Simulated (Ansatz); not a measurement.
HgSe: pressure against volume per atom

Periodic Kohn-Sham DFT of a crystal at fixed atoms; pressure and stress are positive in compression; the energy is the free energy less that of spherical unpolarised free atoms; site moments are those in the method's own spheres, positive along +z. The results are calculated, by Ansatz 0.2.0.

Cell of the first row (space group F-43m, No. 216):
```
CELL_PARAMETERS angstrom
0.00000 2.97400 2.97400
2.97400 0.00000 2.97400
2.97400 2.97400 0.00000
ATOMIC_POSITIONS crystal
Hg 0.00000 0.00000 0.00000
Se 0.75000 0.75000 0.75000
```

Settings of every row: method frozen-core PAW; functional PBE; relativity scalar; k mesh 8x8x8; filling fermi-dirac; smearing width 0.01 eV; wave cutoff 420 eV; paw set soft_2.

Atom start moment: 0 on all atoms.

Limits: no spin-orbit coupling on heavy atoms.

```
row  volume per atom (Å³)  pressure (GPa)
  1                26.305           9.607
  2                27.704               ?
  3                27.984           4.911
  4                28.264            4.27
  5                29.663           1.545
```

Question: what pressure should row 2 give?

Worked fit of pressure. Take u = (V_r/V)^(2/3) − 1 with V_r = 28.124 Å³ an atom, which is twice the finite (Eulerian) strain; such expansions in the strain, on which the Birch-Murnaghan equation of state is built, carry the rest volume and the bulk modulus. The shown rows have u = 0.04558, 0.00333, -0.0033, -0.03489. Least squares give pressure = 4.5859 + 97.127 × u + 285.92 × u² GPa; a straight line predicts inner rows, each left out in turn, worse (root mean square 0.3 against 0.003 GPa). The rows lie off it by 0.000, -0.002, 0.002, 0.000. The withheld row has u = 0.01008, so the fit gives 4.5859 + 97.127 × (0.01008) + 285.92 × (0.01008)² = 5.594 GPa.

The calculation gave 5.589 GPa. The fit lies 0.005 GPa (0.062 % of the column's range) above it; its largest miss of a shown row is 0.002 GPa.
